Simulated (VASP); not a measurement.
# Al2O3 (P-3m1) in VASP: further runs, part 2 of 3

VASP 6.6.1. The steps go on from the part before.

**3. Optical spectrum, PBEsol**

Contents of INCAR:

```
PREC = Accurate
ENCUT = 520
EDIFF = 1E-7
ISMEAR = 0
SIGMA = 0.02
LREAL = F
LASPH = T
NELM = 80
ALGO = Normal
ISIF = 2
LWAVE = F
LCHARG = F
GGA = PS
LOPTICS = T
NBANDS = 44
NEDOS = 2000
CSHIFT = 0.1
```

Contents of KPOINTS:

```
regular mesh
0
Gamma
  10 10 4
```

Contents of POSCAR:

```
Al2O3
1.0
    3.0174825440      0.0000000000      0.0000000000
   -1.5087412720      2.6132165386      0.0000000000
    0.0000000000      0.0000000000      7.5746360022
Al O
2 3
Direct
    0.0000000000      0.0000000000      0.7220490000
    0.0000000000      0.0000000000      0.2779510000
    0.0000000000      0.0000000000      0.5000000000
    0.6666666667      0.3333333333      0.8005460000
    0.3333333333      0.6666666667      0.1994540000
```

Potentials or basis: VASP PAW PBE potentials, release 64 (Al, O).

The run is started by

```
$ cat potpaw_PBE.64/Al/POTCAR potpaw_PBE.64/O/POTCAR > POTCAR
$ mpirun -np 1 vasp_std > vasp.out
```

OUTCAR:

```text
PREC = Accurate
   ENCUT = 520
   EDIFF = 1E-7
   ISMEAR = 0
   LREAL = F
   LASPH = T
   NELM = 80
   ISIF = 2
   GGA = PS

 ion  position               nearest neighbor table
   1  0.000  0.000  0.722-   3 1.68   4 1.84   4 1.84   4 1.84   2 3.36
   2  0.000  0.000  0.278-   3 1.68   5 1.84   5 1.84   5 1.84   1 3.36
   3  0.000  0.000  0.500-   1 1.68   2 1.68
   4  0.667  0.333  0.801-   1 1.84   1 1.84   1 1.84
   5  0.333  0.667  0.199-   2 1.84   2 1.84   2 1.84

  LATTYP: Found a hexagonal cell.
 ALAT       =     3.0174825440
 C/A-ratio  =     2.5102501478

  Lattice vectors:

 A1 = (   3.0174825440,   0.0000000000,   0.0000000000)
 A2 = (  -1.5087412720,   2.6132165386,   0.0000000000)
 A3 = (   0.0000000000,   0.0000000000,   7.5746360022)

Analysis of symmetry for initial positions (statically):
=====================================================================
 Subroutine PRICEL returns:
 Original cell was already a primitive cell.

 Routine SETGRP: Setting up the symmetry group for a
 hexagonal supercell.

 Subroutine GETGRP returns: Found 12 space group operations
 (whereof 12 operations were pure point group operations)
 out of a pool of 24 trial point group operations.

The static configuration has the point symmetry D_3d.

Analysis of symmetry for dynamics (positions and initial velocities):
=====================================================================
 Subroutine PRICEL returns:
 Original cell was already a primitive cell.

 Routine SETGRP: Setting up the symmetry group for a
 hexagonal supercell.

 Subroutine GETGRP returns: Found 12 space group operations
 (whereof 12 operations were pure point group operations)
 out of a pool of 24 trial point group operations.

The dynamic configuration has the point symmetry D_3d.

 Subroutine INISYM returns: Found 12 space group operations
 (whereof 12 operations are pure point group operations),
 and found     1 'primitive' translations

----------------------------------------------------------------------------------------

                                     Primitive cell

  volume of cell :      59.7285
[... 141 lines left out ...]
  free energy    TOTEN  =       -37.72805259 eV

  energy without entropy =      -37.72805259  energy(sigma->0) =      -37.72805259

 E-fermi :   3.8313     XC(G=0):  -9.9413

 val. band max:        3.7448453130   @ k =   0.0000   0.0000   0.0000
 cond. band min:       5.9389653286   @ k =   0.0000   0.0000   0.0000
 fundamental gap:      2.1941200156
 Fermi energy:         3.8313361589

 k-point     1 :       0.0000    0.0000    0.0000
  band No.  band energies     occupation
      1     -15.8025      2.00000
      2     -15.6058      2.00000
      3     -13.0413      2.00000
      4      -2.1389      2.00000
      5      -0.7758      2.00000
      6       0.0128      2.00000
[... 637 lines left out ...]
     23      18.6610      0.00000
     24      19.2062      0.00000

 [... further k-points ...]

 [bands above 24 left out]

------------------------ aborting loop because EDIFF is reached ----------------------------------------

  FORCE on cell =-STRESS in cart. coord.  units (eV):
  Direction    XX          YY          ZZ          XY          YZ          ZX
  --------------------------------------------------------------------------------------
  -------------------------------------------------------------------------------------
  Total       -1.4696036     -1.4696036     -0.9802916      0.0000000     -0.0000000     -0.0000000
  in kB      -39.4211103    -39.4211103    -26.2956523      0.0000000     -0.0000000     -0.0000000
  external PRESSURE =     -35.0459577 kB  Pullay stress =       0.0000000 kB

 VOLUME and BASIS-vectors are now :
 -----------------------------------------------------------------------------
  energy-cutoff  :      520.00
  volume of cell :       59.73
      direct lattice vectors                 reciprocal lattice vectors
     3.017482544  0.000000000  0.000000000     0.331402083  0.191335082  0.000000000
    -1.508741272  2.613216539  0.000000000     0.000000000  0.382670163  0.000000000
     0.000000000  0.000000000  7.574636002     0.000000000  0.000000000  0.132019545

 POSITION                                       TOTAL-FORCE (eV/Angst)
 -----------------------------------------------------------------------------------
      0.00000      0.00000      5.46926        -0.000000      0.000000     -0.091830
      0.00000      0.00000      2.10538         0.000000     -0.000000      0.091830
      0.00000      0.00000      3.78732         0.000000      0.000000     -0.000000
      1.50874      0.87107      6.06384         0.000000      0.000000     -0.188153
     -0.00000      1.74214      1.51079        -0.000000     -0.000000      0.188153
 -----------------------------------------------------------------------------------
    total drift:                                0.000000      0.000000     -0.000000

  FREE ENERGIE OF THE ION-ELECTRON SYSTEM (eV)
  ---------------------------------------------------
  free  energy   TOTEN  =       -37.7280525874 eV

  energy  without entropy=      -37.7280525874  energy(sigma->0) =      -37.72805259

 electrical conductivity sigma (Mega S m-1) (frequency dependency in vasprun.xml)
  --------------------------------------------------------------------------------------
       0.000       0.000       0.000
       0.000       0.000       0.000
       0.000       0.000       0.000

  frequency dependent IMAGINARY DIELECTRIC FUNCTION (independent particle, no local field effects) density-density
     E(ev)      X         Y         Z        XY        YZ        ZX
  --------------------------------------------------------------------------------------------------------------
     0.00000     0.00000     0.00000     0.00000     0.00000     0.00000     0.00000
     0.64788     0.00527     0.00527     0.00345    -0.00000    -0.00000     0.00000
     1.29575     0.01356     0.01356     0.00738    -0.00000    -0.00000     0.00000
     1.94363     0.05749     0.05749     0.01260    -0.00000    -0.00000     0.00000
     2.59150     0.25990     0.25990     0.02191    -0.00000    -0.00000     0.00000
     3.23938     0.38686     0.38686     0.13876    -0.00000    -0.00000     0.00000
[... 92 lines left out ...]
    63.49176     0.00036     0.00036     0.00038    -0.00000    -0.00000    -0.00000
    64.13963     0.00035     0.00035     0.00036    -0.00000    -0.00000    -0.00000

  frequency dependent      REAL DIELECTRIC FUNCTION (independent particle, no local field effects) density-density
     E(ev)        X           Y           Z          XY          YZ          ZX
  --------------------------------------------------------------------------------------------------------------
     0.00000     3.11698     3.11698     2.99236    -0.00000    -0.00000     0.00000
     0.64788     3.13345     3.13345     3.00342    -0.00000    -0.00000     0.00000
     1.29575     3.19082     3.19082     3.03805    -0.00000    -0.00000     0.00000
     1.94363     3.35269     3.35269     3.10161    -0.00000    -0.00000     0.00000
     2.59150     3.29543     3.29543     3.20885    -0.00000    -0.00000     0.00000
     3.23938     3.09319     3.09319     3.42345    -0.00000    -0.00000     0.00000
[... 92 lines left out ...]
    63.49176     0.90000     0.90000     0.89766    -0.00000    -0.00000     0.00000
    64.13963     0.90231     0.90231     0.90007    -0.00000    -0.00000     0.00000

  frequency dependent IMAGINARY DIELECTRIC FUNCTION (independent particle, no local field effects) current-current
     E(ev)      X         Y         Z        XY        YZ        ZX
  --------------------------------------------------------------------------------------------------------------
     0.00000    13.06876    13.06876    12.29985    -0.00000     0.00000     0.00000
     0.64788     0.66376     0.66376     0.62184    -0.00000     0.00000     0.00000
     1.29575     0.35165     0.35165     0.32192    -0.00000     0.00000     0.00000
     1.94363     0.29951     0.29951     0.22883    -0.00000     0.00000     0.00000
     2.59150     0.43646     0.43646     0.19235    -0.00000     0.00000     0.00000
     3.23938     0.51560     0.51560     0.28843    -0.00000     0.00000     0.00000
[... 92 lines left out ...]
    63.49176     0.00005     0.00005     0.00006     0.00000     0.00000     0.00000
    64.13963     0.00005     0.00005     0.00005     0.00000     0.00000     0.00000

  frequency dependent      REAL DIELECTRIC FUNCTION (independent particle, no local field effects) current-current
     E(ev)        X           Y           Z          XY          YZ          ZX
  --------------------------------------------------------------------------------------------------------------
     0.00000     3.11517     3.11517     2.99112    -0.00000     0.00000     0.00000
     0.64788     3.13148     3.13148     3.00212    -0.00000     0.00000     0.00000
     1.29575     3.18835     3.18835     3.03668    -0.00000     0.00000     0.00000
     1.94363     3.34630     3.34630     3.10007    -0.00000     0.00000     0.00000
     2.59150     3.27524     3.27524     3.20689    -0.00000     0.00000     0.00000
     3.23938     3.06935     3.06935     3.41448    -0.00000     0.00000     0.00000
[... 92 lines left out ...]
    63.49176     0.90000     0.90000     0.89766     0.00000    -0.00000    -0.00000
    64.13963     0.90232     0.90232     0.90007     0.00000    -0.00000    -0.00000
```

Wall time 48 s (1 thread of Intel Xeon 6975P-C (Granite Rapids), shared host); peak memory 0.29 GiB.

Results:

```
Free energy            : -37.7281 eV
Pressure               : -3.5 GPa
Largest force          : 0.188 eV/Å
Band gap on the k mesh : 2.19 eV, direct
```

Forces in eV/Å, atoms in the order of the input:
```
Al   0.000  0.000 -0.092
Al   0.000  0.000  0.092
O    0.000  0.000  0.000
O    0.000  0.000 -0.188
O    0.000  0.000  0.188
```

Stress tensor (GPa, compression positive):
```
-3.94  0.00  0.00
 0.00 -3.94  0.00
 0.00  0.00 -2.63
```

Dielectric function (mean over the directions given):
```csv
energy (eV),real part,imaginary part
0.29,3.08,0.00
0.87,3.10,0.01
1.55,3.18,0.02
2.24,3.26,0.17
2.92,3.32,0.27
3.60,3.39,0.15
4.28,3.43,0.30
4.96,3.88,0.49
5.64,3.92,0.70
6.32,4.29,1.44
7.00,3.44,1.65
7.68,2.89,2.19
8.36,3.06,1.71
9.04,3.70,3.81
9.72,2.54,3.75
10.40,1.44,2.29
11.08,1.58,2.06
11.76,2.06,2.01
12.44,2.41,2.42
13.12,1.72,3.43
13.80,0.41,2.65
14.48,0.56,2.72
15.16,0.78,2.62
15.84,0.67,2.36
16.52,0.03,2.69
17.20,-0.39,2.20
17.88,-0.58,1.40
18.56,-0.35,1.16
19.24,-0.33,0.95
19.92,-0.13,0.70
```

Caveat: spectra need much finer meshes, so this one isn't converged; independent-particle spectra lack excitons; the PAW data sets were made with another functional, which shifts forces and pressure a little.

**4. Density of states, PBEsol**

POSCAR is that of step 3.

Contents of INCAR.step1:

```
  ALGO = Fast
  EDIFF = 1E-7
  ENCUT = 520
  GGA = PS
  ISIF = 2
  ISMEAR = 0
  LASPH = T
  LCHARG = T
  LREAL = F
  LWAVE = F
  NBANDS = 20
  NELM = 100
  PREC = Accurate
  SIGMA = 0.02
```

Contents of KPOINTS.step1:

```
k-points
0
Gamma
  10 10 4
```

Contents of INCAR.step2:

```
  ALGO = Fast
  EDIFF = 1E-7
  ENCUT = 520
  GGA = PS
  ICHARG = 11
  ISIF = 2
  ISMEAR = -5
  LASPH = T
  LCHARG = F
  LORBIT = 11
  LREAL = F
  LWAVE = F
  NBANDS = 20
  NEDOS = 1001
  NELM = 100
  PREC = Accurate
  SIGMA = 0.02
```

Contents of KPOINTS.step2:

```
k-points
0
Gamma
  15 15 6
```

Potentials or basis: VASP PAW PBE potentials, release 64 (Al, O).

The run is started by

```
$ cat potpaw_PBE.64/Al/POTCAR potpaw_PBE.64/O/POTCAR > POTCAR
$ cp INCAR.step1 INCAR
$ cp KPOINTS.step1 KPOINTS
$ mpirun -np 1 vasp_std > vasp.out
$ cp INCAR.step2 INCAR
$ cp KPOINTS.step2 KPOINTS
$ mpirun -np 1 vasp_std > vasp.out
```

OUTCAR:

```text
EDIFF = 1E-7
   ENCUT = 520
   GGA = PS
   ICHARG = 11
   ISIF = 2
   ISMEAR = -5
   LASPH = T
   LORBIT = 11
   LREAL = F
   NELM = 100
   PREC = Accurate

 ion  position               nearest neighbor table
   1  0.000  0.000  0.722-   3 1.68   4 1.84   4 1.84   4 1.84   2 3.36
   2  0.000  0.000  0.278-   3 1.68   5 1.84   5 1.84   5 1.84   1 3.36
   3  0.000  0.000  0.500-   1 1.68   2 1.68
   4  0.667  0.333  0.801-   1 1.84   1 1.84   1 1.84
   5  0.333  0.667  0.199-   2 1.84   2 1.84   2 1.84

  LATTYP: Found a hexagonal cell.
 ALAT       =     3.0174825440
[... 761 lines left out ...]
  external PRESSURE =     -35.0530529 kB  Pullay stress =       0.0000000 kB

 VOLUME and BASIS-vectors are now :
 -----------------------------------------------------------------------------
  energy-cutoff  :      520.00
  volume of cell :       59.73
      direct lattice vectors                 reciprocal lattice vectors
     3.017482544  0.000000000  0.000000000     0.331402083  0.191335082  0.000000000
    -1.508741272  2.613216539  0.000000000     0.000000000  0.382670163  0.000000000
     0.000000000  0.000000000  7.574636002     0.000000000  0.000000000  0.132019545

 POSITION                                       TOTAL-FORCE (eV/Angst)
 -----------------------------------------------------------------------------------
      0.00000      0.00000      5.46926         0.000000     -0.000000     -0.091810
      0.00000      0.00000      2.10538         0.000000      0.000000      0.091810
      0.00000      0.00000      3.78732         0.000000      0.000000      0.000000
      1.50874      0.87107      6.06384        -0.000000     -0.000000     -0.188104
     -0.00000      1.74214      1.51079         0.000000      0.000000      0.188104
 -----------------------------------------------------------------------------------
    total drift:                               -0.000000     -0.000000      0.000000

  FREE ENERGIE OF THE ION-ELECTRON SYSTEM (eV)
  ---------------------------------------------------
  free  energy   TOTEN  =       -37.7280560624 eV

  energy  without entropy=      -37.7280560624  energy(sigma->0) =      -37.72805606

 total charge

# of ion       s       p       d       tot
------------------------------------------
    1        0.345   0.433   0.000   0.778
    2        0.345   0.433   0.000   0.778
    3        1.547   3.608   0.000   5.155
    4        1.541   3.572   0.000   5.113
    5        1.541   3.572   0.000   5.113
--------------------------------------------------
tot          5.319  11.618   0.000  16.936
```

OUTCAR.step1:

```text
EDIFF = 1E-7
   ENCUT = 520
   GGA = PS
   ISIF = 2
[... 789 lines left out ...]
      0.00000      0.00000      2.10538        -0.000000     -0.000000      0.091890
      0.00000      0.00000      3.78732         0.000000      0.000000      0.000000
      1.50874      0.87107      6.06384         0.000000      0.000000     -0.188057
     -0.00000      1.74214      1.51079        -0.000000     -0.000000      0.188057
 -----------------------------------------------------------------------------------
    total drift:                                0.000000      0.000000      0.000000

  FREE ENERGIE OF THE ION-ELECTRON SYSTEM (eV)
  ---------------------------------------------------
  free  energy   TOTEN  =       -37.7280526320 eV

  energy  without entropy=      -37.7280526320  energy(sigma->0) =      -37.72805263
```

OSZICAR.step1:

```text
N       E                     dE             d eps       ncg     rms          rms(c)
DAV:   1     0.104198815862E+03    0.10420E+03   -0.12332E+04  2008   0.109E+03
DAV:   2    -0.357157878548E+02   -0.13991E+03   -0.13341E+03  2452   0.240E+02
DAV:   3    -0.427833223440E+02   -0.70675E+01   -0.70461E+01  2592   0.563E+01
DAV:   4    -0.428344695860E+02   -0.51147E-01   -0.51133E-01  2584   0.536E+00
DAV:   5    -0.428350581811E+02   -0.58860E-03   -0.58858E-03  2464   0.556E-01    0.131E+01
RMM:   6    -0.378795263621E+02    0.49555E+01   -0.13467E+01  2048   0.211E+01    0.420E+00
RMM:   7    -0.378028365132E+02    0.76690E-01   -0.77244E-01  2405   0.472E+00    0.280E+00
RMM:   8    -0.377319789763E+02    0.70858E-01   -0.24300E-01  2368   0.366E+00    0.577E-01
RMM:   9    -0.377262929848E+02    0.56860E-02   -0.37868E-02  2545   0.108E+00    0.253E-01
RMM:  10    -0.377289192165E+02   -0.26262E-02   -0.16510E-02  2418   0.760E-01    0.223E-01
RMM:  11    -0.377280483764E+02    0.87084E-03   -0.19270E-03  2462   0.270E-01    0.603E-02
RMM:  12    -0.377280648190E+02   -0.16443E-04   -0.95612E-04  2505   0.203E-01    0.318E-02
RMM:  13    -0.377280510199E+02    0.13799E-04   -0.10452E-04  2503   0.630E-02    0.554E-03
RMM:  14    -0.377280532296E+02   -0.22097E-05   -0.19431E-05  2554   0.276E-02    0.649E-03
RMM:  15    -0.377280528209E+02    0.40867E-06   -0.61607E-06  2497   0.156E-02    0.378E-03
RMM:  16    -0.377280527560E+02    0.64908E-07   -0.12445E-06  2487   0.756E-03    0.352E-03
RMM:  17    -0.377280525728E+02    0.18319E-06   -0.12329E-06  2421   0.659E-03    0.175E-03
RMM:  18    -0.377280526320E+02   -0.59149E-07   -0.12060E-07  1784   0.218E-03
   1 F= -.37728053E+02 E0= -.37728053E+02  d E =-.886533E-21
```

Run time: 66 s. Hardware: 1 thread of Intel Xeon 6975P-C (Granite Rapids), shared host; peak memory 0.26 GiB.

Results:

| Quantity | Value |
| --- | --- |
| Valence electrons inside the program's atomic spheres | Al 0.78; O 5.16, 5.11 |

States per cell in windows of 0.5 eV (zero at the valence-band top; states under -8 eV left out):
```csv
from (eV),total,O4_p,O5_p,O3_p,Al1_p,Al2_p,Al1_s
-8.0,0.00,0.00,0.00,0.00,0.00,0.00,0.00
-7.5,0.45,0.09,0.09,0.02,0.01,0.01,0.03
-7.0,1.55,0.33,0.33,0.06,0.03,0.03,0.10
-6.5,1.04,0.22,0.22,0.06,0.02,0.02,0.05
-6.0,0.82,0.16,0.16,0.09,0.02,0.02,0.03
-5.5,0.76,0.20,0.20,0.02,0.02,0.02,0.02
-5.0,1.93,0.46,0.46,0.19,0.07,0.07,0.02
-4.5,2.84,0.78,0.78,0.20,0.09,0.09,0.01
-4.0,2.60,0.61,0.61,0.36,0.06,0.06,0.01
-3.5,0.70,0.17,0.17,0.10,0.01,0.01,0.00
-3.0,1.16,0.26,0.26,0.28,0.02,0.02,0.00
-2.5,0.18,0.04,0.04,0.04,0.00,0.00,0.00
-2.0,1.10,0.16,0.16,0.41,0.00,0.00,0.00
-1.5,0.83,0.07,0.07,0.40,0.00,0.00,0.00
-1.0,1.00,0.02,0.02,0.62,0.00,0.00,0.00
-0.5,1.09,0.01,0.01,0.75,0.01,0.01,0.00
0.0,0.03,0.00,0.00,0.02,0.00,0.00,0.00
0.5,0.00,0.00,0.00,0.00,0.00,0.00,0.00
1.0,0.00,0.00,0.00,0.00,0.00,0.00,0.00
1.5,0.00,0.00,0.00,0.00,0.00,0.00,0.00
2.0,0.01,0.00,0.00,0.00,0.00,0.00,0.00
2.5,0.05,0.00,0.00,0.00,0.00,0.00,0.00
3.0,0.09,0.00,0.00,0.00,0.00,0.00,0.01
3.5,0.14,0.01,0.01,0.01,0.00,0.00,0.01
4.0,0.23,0.01,0.01,0.01,0.01,0.01,0.01
4.5,0.56,0.03,0.03,0.02,0.02,0.02,0.02
5.0,0.82,0.05,0.05,0.03,0.04,0.04,0.02
5.5,1.04,0.06,0.06,0.06,0.05,0.05,0.02
6.0,0.69,0.04,0.04,0.05,0.03,0.03,0.01
6.5,0.75,0.06,0.06,0.04,0.02,0.02,0.01
7.0,0.88,0.08,0.08,0.02,0.02,0.02,0.01
7.5,0.65,0.07,0.07,0.01,0.01,0.01,0.01
```

Caveat: the PAW data sets were made with another functional, which shifts forces and pressure a little.

(Part 2 of 3 ends here.)
